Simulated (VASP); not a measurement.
# Be2C (Fm-3m) in VASP: a series of runs

One crystal, Be2C, is run at these levels: PBE+D3(BJ); tasks: single point, relaxation of cell and atoms.

Everything below comes from runs of VASP 6.6.1. Logs are shortened: lines on timing, memory, paths and dates and some standing lists are left out, and cuts for length are marked.

## (1) Starting point

It takes space group Fm-3m (No. 225, cubic). Conventional cell: a = 4.328 Å, b = 4.328 Å, c = 4.328 Å, α = 90.00°, β = 90.00°, γ = 90.00°. Around Be (site symmetry -43m) lie 4 C at 1.87 Å. C (site symmetry m-3m) is surrounded by 8 Be at 1.87 Å.

## (2) Single point, PBE+D3(BJ) (relaxed again under DFT PBE+D3(BJ), scalar-relativistic, plane waves, PAW)

The input, INCAR:

```
PREC = Accurate ; ENCUT = 520
EDIFF = 1E-7 ; ISMEAR = 0
SIGMA = 0.02 ; LREAL = False
LASPH = True ; NELM = 80
ALGO = Normal ; ISIF = 2
LWAVE = False ; LCHARG = True
GGA = PE ; IVDW = 12
LELF = True ; LVHAR = True
NBANDS = 11
```

The input, KPOINTS:

```
regular mesh
0
Gamma
  12 12 12
```

The input, POSCAR:

```
Be2C
1.0
    0.0000000000      2.1372097781      2.1372097781
    2.1372097781      0.0000000000      2.1372097781
    2.1372097781      2.1372097781      0.0000000000
Be C
2 1
Direct
    0.2500000000      0.2500000000      0.2500000000
    0.7500000000      0.7500000000      0.7500000000
    0.0000000000      0.0000000000      0.0000000000
```

Potentials or basis: VASP PAW PBE potentials, release 64 (Be, C).

Command:

```sh
$ cat potpaw_PBE.64/Be/POTCAR potpaw_PBE.64/C/POTCAR > POTCAR
$ mpirun -np 1 vasp_std > vasp.out
```

OUTCAR:

```text
PREC = Accurate
   ENCUT = 520
   EDIFF = 1E-7
   ISMEAR = 0
   LREAL = False
   LASPH = True
   NELM = 80
   ISIF = 2
   GGA = PE
   IVDW = 12
 IVDW          = 12

 ion  position               nearest neighbor table
   1  0.250  0.250  0.250-   3 1.85   3 1.85   3 1.85   3 1.85   2 2.14   2 2.14   2 2.14   2 2.14
                             2 2.14   2 2.14
   2  0.750  0.750  0.750-   3 1.85   3 1.85   3 1.85   3 1.85   1 2.14   1 2.14   1 2.14   1 2.14
                             1 2.14   1 2.14
   3  0.000  0.000  0.000-   2 1.85   2 1.85   2 1.85   1 1.85   2 1.85   1 1.85   1 1.85   1 1.85

  LATTYP: Found a face centered cubic cell.
 ALAT       =     4.2744195562

  Lattice vectors:

 A1 = (   0.0000000000,   2.1372097781,   2.1372097781)
 A2 = (   2.1372097781,   0.0000000000,   2.1372097781)
 A3 = (   2.1372097781,   2.1372097781,   0.0000000000)

Analysis of symmetry for initial positions (statically):
=====================================================================
 Subroutine PRICEL returns:
 Original cell was already a primitive cell.

 Routine SETGRP: Setting up the symmetry group for a
 face centered cubic supercell.

 Subroutine GETGRP returns: Found 48 space group operations
 (whereof 48 operations were pure point group operations)
 out of a pool of 48 trial point group operations.

The static configuration has the point symmetry O_h .

Analysis of symmetry for dynamics (positions and initial velocities):
=====================================================================
 Subroutine PRICEL returns:
 Original cell was already a primitive cell.

 Routine SETGRP: Setting up the symmetry group for a
 face centered cubic supercell.

 Subroutine GETGRP returns: Found 48 space group operations
 (whereof 48 operations were pure point group operations)
 out of a pool of 48 trial point group operations.

The dynamic configuration has the point symmetry O_h .

 Subroutine INISYM returns: Found 48 space group operations
 (whereof 48 operations are pure point group operations),
 and found     1 'primitive' translations

----------------------------------------------------------------------------------------

                                     Primitive cell

  volume of cell :      19.5241

  direct lattice vectors                    reciprocal lattice vectors
     0.000000000  2.137209778  2.137209778    -0.233949894  0.233949894  0.233949894
     2.137209778  0.000000000  2.137209778     0.233949894 -0.233949894  0.233949894
     2.137209778  2.137209778  0.000000000     0.233949894  0.233949894 -0.233949894

  length of vectors
     3.022471054  3.022471054  3.022471054     0.405213102  0.405213102  0.405213102

  position of ions in fractional coordinates (direct lattice)
     0.250000000  0.250000000  0.250000000
     0.750000000  0.750000000  0.750000000
     0.000000000  0.000000000  0.000000000

  ion indices of the primitive-cell ions
   primitive index   ion index
                 1           1
                 2           2
                 3           3

----------------------------------------------------------------------------------------

 KPOINTS: regular mesh

Automatic generation of k-mesh.
 Grid dimensions read from file:
 generate k-points for:   12   12   12

 Generating k-lattice:

  Cartesian coordinates                     Fractional coordinates (reciprocal lattice)
    -0.019495824  0.019495824  0.019495824     0.083333333  0.000000000  0.000000000
     0.019495824 -0.019495824  0.019495824     0.000000000  0.083333333  0.000000000
     0.019495824  0.019495824 -0.019495824     0.000000000  0.000000000  0.083333333

  Length of vectors
     0.033767758  0.033767758  0.033767758

  Shift w.r.t. Gamma in fractional coordinates (k-lattice)
     0.000000000  0.000000000  0.000000000

 Subroutine IBZKPT returns following result:
 ===========================================

 Found     72 irreducible k-points:

 Following reciprocal coordinates:
            Coordinates               Weight
  0.000000  0.000000  0.000000      1.000000
  0.083333  0.000000  0.000000      8.000000
  0.166667  0.000000  0.000000      8.000000
  0.250000  0.000000  0.000000      8.000000
  0.333333  0.000000  0.000000      8.000000
  0.416667  0.000000  0.000000      8.000000
[... 16 lines left out ...]
  0.500000  0.166667  0.000000     24.000000
 -0.416667  0.166667  0.000000     24.000000
 [... further k-points ...]
   k-points           NKPTS =     72   k-points in BZ     NKDIM =     72   number of bands    NBANDS=     11
   number of dos      NEDOS =    301   number of ions     NIONS =      3
   total plane-waves  NPLWV =  13824
   dimension x,y,z NGX =    24 NGY =   24 NGZ =   24
   dimension x,y,z NGXF=    48 NGYF=   48 NGZF=   48
   ions per type =               2   1
   NGX,Y,Z   is equivalent  to a cutoff of  13.20, 13.20, 13.20 a.u.
   NGXF,Y,Z  is equivalent  to a cutoff of  26.40, 26.40, 26.40 a.u.
 SYSTEM =  unknown system
   PREC   = accura    normal or accurate (medium, high low for compatibility)
   ISTART =      0    job   : 0-new  1-cont  2-samecut
   ICHARG =      2    charge: 1-file 2-atom 10-const
   ISPIN  =      1    spin polarized calculation?
   LNONCOLLINEAR =      F non collinear calculations
   LSORBIT =      F    spin-orbit coupling
   LASPH  =      T    aspherical Exc in radial PAW
   ENCUT  =  520.0 eV  38.22 Ry    6.18 a.u.   5.62  5.62  5.62*2*pi/ulx,y,z
   NELM   =     80;   NELMIN=  2; NELMDL= -5     # of ELM steps
   EDIFF  = 0.1E-06   stopping-criterion for ELM
   LREAL  =      F    real-space projection
   EDIFFG = 0.1E-05   stopping-criterion for IOM
   NSW    =      0    number of steps for IOM
   IBRION =     -1    ionic relax: 0-MD 1-quasi-New 2-CG
   NFREE  =      0    steps in history (QN), initial steepest desc. (CG)
   ISIF   =      2    stress and relaxation
   ISYM   =      2    0-nonsym 1-usesym 2-fastsym
   POTIM  = 0.5000    time-step for ionic-motion
   TEBEG  =    0.0;   TEEND  =   0.0 temperature during run
   PSTRESS=    0.0 pullay stress
   NELECT =       8.0000    total number of electrons
   NUPDOWN=      -1.0000    fix difference up-down
   EMIN   =  10.00;   EMAX   =-10.00  energy-range for DOS
   EFERMI =   0.00;   METHOD = LEGACY
   ISMEAR =     0;   SIGMA  =   0.02  broadening in eV -4-tet -1-fermi 0-gaus
   EFERMI_NEDOS =   21; number of points for ismear=-14 and -15
   IALGO  =     38    algorithm
   IMIX   =      4    mixing-type and parameters
     AMIX     =   0.40;   BMIX     =  1.00
     AMIX_MAG =   1.60;   BMIX_MAG =  1.00
  volume/ion in A,a.u.               =       6.51        43.92
  Fermi-wavevector in a.u.,A,eV,Ry     =   1.215946  2.297805 20.116554  1.478525
  Thomas-Fermi vector in A             =   2.351316
   LORBIT       =      0    0 simple, 1 ext, 2 COOP (PROOUT), +10 PAW based schemes
   GGA     = PE    functional components
   LHFCALC =     F    Hartree Fock is set to
   AEXX    =    0.0000 exact exchange contribution
   IVDW    =    12    specifies the selected vdW correction
   LEPSILON=     F    determine dielectric tensor
   LRPA    =     F    only Hartree local field effects (RPA)
 non-spin polarized calculation
 Gauss-broadening in eV      SIGMA  =   0.02
  energy-cutoff  :      520.00
  volume of cell :       19.52
 maximum number of plane-waves:       544
   NGX = 11   NGY = 11   NGZ = 11

 number of electron       7.9999999 magnetization

 Free energy of the ion-electron system (eV)
  ---------------------------------------------------
  ext. energy  EPLUGINS =         0.00000000
  ---------------------------------------------------
  free energy    TOTEN  =       -17.43522185 eV

  energy without entropy =      -17.43522185  energy(sigma->0) =      -17.43522185

 E-fermi :   8.1828     XC(G=0): -11.5887

 val. band max:        8.1059344429   @ k =   0.0000   0.0000   0.0000
 cond. band min:       9.2792593511   @ k =   0.5000   0.5000   0.0000
 fundamental gap:      1.1733249082
 Fermi energy:         8.1828354818

 k-point     1 :       0.0000    0.0000    0.0000
  band No.  band energies     occupation
      1      -7.2163      2.00000
      2       8.1059      2.00000
      3       8.1059      2.00000
      4       8.1059      2.00000
      5      12.3051      0.00000
      6      12.3051      0.00000
      7      12.3051      0.00000
      8      15.2841      0.00000
      9      21.5748      0.00000
     10      21.5748      0.00000
     11      21.5748      0.00000

 k-point     2 :       0.0833    0.0000    0.0000
  band No.  band energies     occupation
      1      -7.1029      2.00000
      2       7.1009      2.00000
      3       7.8767      2.00000
      4       7.8767      2.00000
      5      12.6390      0.00000
      6      12.6390      0.00000
      7      12.9858      0.00000
      8      15.5252      0.00000
      9      20.7198      0.00000
     10      20.7198      0.00000
     11      21.8697      0.00000

 k-point     3 :       0.1667    0.0000    0.0000
  band No.  band energies     occupation
      1      -6.7654      2.00000
      2       5.1752      2.00000
      3       7.3882      2.00000
      4       7.3882      2.00000
      5      13.3099      0.00000
      6      13.3099      0.00000
      7      13.9274      0.00000
      8      16.2044      0.00000
      9      19.7065      0.00000
     10      19.7065      0.00000
     11      22.7165      0.00000

 k-point     4 :       0.2500    0.0000    0.0000
  band No.  band energies     occupation
      1      -6.2146      2.00000
      2       3.1545      2.00000
      3       6.8983      2.00000
      4       6.8983      2.00000
      5      13.6974      0.00000
      6      13.6974      0.00000
      7      14.5832      0.00000
      8      17.0026      0.00000
      9      19.6331      0.00000
     10      19.6331      0.00000
     11      23.8798      0.00000

 k-point     5 :       0.3333    0.0000    0.0000
  band No.  band energies     occupation
      1      -5.4839      2.00000
      2       1.2992      2.00000
      3       6.5210      2.00000
      4       6.5210      2.00000
      5      13.5753      0.00000
      6      13.5753      0.00000
      7      15.0710      0.00000
      8      17.6306      0.00000
      9      20.6620      0.00000
     10      20.6620      0.00000
     11      24.9186      0.00000
[... 211 lines left out ...]
 k-point    21 :       0.3333    0.1667    0.0000
  band No.  band energies     occupation
      1      -5.6171      2.00000
      2       2.7080      2.00000
      3       5.1549      2.00000
      4       5.8529      2.00000
      5      12.8224      0.00000
      6      14.6405      0.00000
      7      15.9489      0.00000
      8      16.3900      0.00000
      9      20.4622      0.00000
     10      23.3217      0.00000
     11      25.0920      0.00000

 k-point    22 :       0.4167    0.1667    0.0000
  band No.  band energies     occupation
      1      -4.8720      2.00000
      2       1.0644      2.00000
      3       5.0293      2.00000
      4       5.2898      2.00000
      5      12.6109      0.00000
      6      15.7095      0.00000
      7      16.2212      0.00000
      8      16.8155      0.00000
      9      21.0644      0.00000
     10      23.7611      0.00000
     11      25.7135      0.00000

 k-point    23 :       0.5000    0.1667    0.0000
  band No.  band energies     occupation
      1      -4.1671      2.00000
      2      -0.1469      2.00000
      3       4.7608      2.00000
      4       5.1432      2.00000
      5      12.6603      0.00000
      6      15.3111      0.00000
      7      16.8916      0.00000
      8      18.0905      0.00000
      9      21.3489      0.00000
     10      23.2291      0.00000
     11      25.8726      0.00000

 k-point    24 :      -0.4167    0.1667    0.0000
  band No.  band energies     occupation
      1      -4.0217      2.00000
      2      -0.3722      2.00000
      3       4.3777      2.00000
      4       5.4807      2.00000
      5      12.9456      0.00000
      6      15.0021      0.00000
      7      16.8414      0.00000
      8      19.1321      0.00000
      9      21.3996      0.00000
     10      21.7876      0.00000
     11      25.6948      0.00000

 [... further k-points ...]

------------------------ aborting loop because EDIFF is reached ----------------------------------------

 Edisp (eV)   -0.97352

 E8    (eV) :    -0.3249

  FORCE on cell =-STRESS in cart. coord.  units (eV):
  Direction    XX          YY          ZZ          XY          YZ          ZX
  --------------------------------------------------------------------------------------
  -------------------------------------------------------------------------------------
  Total       0.05206     0.05206     0.05206     0.00000     0.00000     0.00000
  in kB       4.27250     4.27250     4.27250     0.00000     0.00000     0.00000
  external pressure =        4.27 kB  Pullay stress =        0.00 kB

 VOLUME and BASIS-vectors are now :
 -----------------------------------------------------------------------------
  energy-cutoff  :      520.00
  volume of cell :       19.52
      direct lattice vectors                 reciprocal lattice vectors
     0.000000000  2.137209778  2.137209778    -0.233949894  0.233949894  0.233949894
     2.137209778  0.000000000  2.137209778     0.233949894 -0.233949894  0.233949894
     2.137209778  2.137209778  0.000000000     0.233949894  0.233949894 -0.233949894

 POSITION                                       TOTAL-FORCE (eV/Angst)
 -----------------------------------------------------------------------------------
      1.06860      1.06860      1.06860        -0.000000      0.000000     -0.000000
      3.20581      3.20581      3.20581         0.000000     -0.000000      0.000000
      0.00000      0.00000      0.00000        -0.000000     -0.000000     -0.000000
 -----------------------------------------------------------------------------------
    total drift:                               -0.000000     -0.000000      0.000000

  FREE ENERGIE OF THE ION-ELECTRON SYSTEM (eV)
  ---------------------------------------------------
  free  energy   TOTEN  =       -18.4087400526 eV

  energy  without entropy=      -18.4087400526  energy(sigma->0) =      -18.40874005
```

It took 6.2 s on 1 thread of Intel Xeon 6975P-C (Granite Rapids), shared host; peak memory 0.15 GiB.

What came out:

* Free energy: -18.4087 eV
* Pressure: 0.4 GPa
* Band gap on the k mesh: 1.17 eV, indirect (least direct gap 4.20 eV)
* Dispersion energy per atom: -0.325 eV

Levels at points of the mesh, in eV from the valence-band top:
```csv
k point,band 2,band 3,band 4,band 5,band 6,band 7
"(0.00, 0.00, 0.00)",0.00,0.00,0.00,4.20,4.20,4.20
"(0.50, 0.00, 0.00)",-8.97,-1.89,-1.89,5.08,5.08,7.42
"(0.50, 0.50, 0.00)",-6.91,-4.89,-4.89,1.17,5.99,13.67
```

A k mesh can miss the band edges.

## (3) Relaxation of cell and atoms, PBE+D3(BJ)

The input, INCAR:

```
SYSTEM = Be2C
PREC = Accurate
ENCUT = 600
EDIFF = 1E-6
ISMEAR = 0
SIGMA = 0.02
LREAL = .False.
LASPH = .True.
NELM = 60
ALGO = Normal
ISIF = 3
LWAVE = .False.
LCHARG = .False.
GGA = PE
IVDW = 12
IBRION = 2
NSW = 70
EDIFFG = -0.005
```

The input, KPOINTS:

```
regular mesh
0
Gamma
  12 12 12
  0 0 0
```

The input, POSCAR:

```
Be2C
1.0
    0.0000000000      2.1642401185      2.1642401185
    2.1642401185      0.0000000000      2.1642401185
    2.1642401185      2.1642401185      0.0000000000
Be C
2 1
Direct
    0.2500000000      0.2500000000      0.2500000000
    0.7500000000      0.7500000000      0.7500000000
    0.0000000000      0.0000000000      0.0000000000
```

Potentials or basis: VASP PAW PBE potentials, release 64 (Be, C).

Command:

```sh
$ cat potpaw_PBE.64/Be/POTCAR potpaw_PBE.64/C/POTCAR > POTCAR
$ mpirun -np 1 vasp_std > vasp.out
```

It took 10 s on 1 thread of Intel Xeon 6975P-C (Granite Rapids), shared host; peak memory 0.15 GiB.

The run converged. Its results:

```yaml
Free_energy: -18.4109 eV
Relaxed_volume: 6.52 Å³/atom
Relaxed_cell: a = 3.024 Å, b = 3.024 Å, c = 3.024 Å, α = 60.00°, β = 60.00°, γ = 60.00°
Space_group_after_relaxing_to_0.05_Å: Fm-3m (No. 225)
Energy_gained_by_relaxing: 5.7 meV/atom
Ionic_steps: 3
Pressure_after_relaxing: 0.0 GPa
Band_gap_on_the_k_mesh: 1.17 eV, indirect (least direct gap 4.20 eV)
Dispersion_energy_per_atom: -0.324 eV
```

The path:
```
step  energy change (eV)  largest force (eV/Å)  pressure (GPa)  volume (Å³)
   1              0.0000                0.0000           -7.28        20.27
   2             -0.0161                0.0000            1.80        19.39
   3             -0.0170                0.0000            0.02        19.55
```

Final structure:
```yaml
crystal:
  lattice:
    - [0.00000, 2.13802, 2.13802]
    - [2.13802, 0.00000, 2.13802]
    - [2.13802, 2.13802, 0.00000]
  atoms:
    - { symbol: Be, position: [0.25000, 0.25000, 0.25000] }
    - { symbol: Be, position: [0.75000, 0.75000, 0.75000] }
    - { symbol: C, position: [0.00000, 0.00000, 0.00000] }
```

Levels at points of the mesh, in eV from the valence-band top:
| k point | band 1 | band 2 | band 3 | band 4 | band 5 | band 6 | band 7 | band 8 |
| --- | --- | --- | --- | --- | --- | --- | --- | --- |
| (0.00, 0.00, 0.00) | -15.31 | 0.00 | 0.00 | 0.00 | 4.20 | 4.20 | 4.20 | 7.17 |
| (0.50, 0.00, 0.00) | -12.36 | -8.96 | -1.89 | -1.89 | 5.08 | 5.08 | 7.41 | 10.05 |
| (0.50, 0.50, 0.00) | -11.61 | -6.91 | -4.88 | -4.88 | 1.17 | 5.98 | 13.65 | 13.65 |
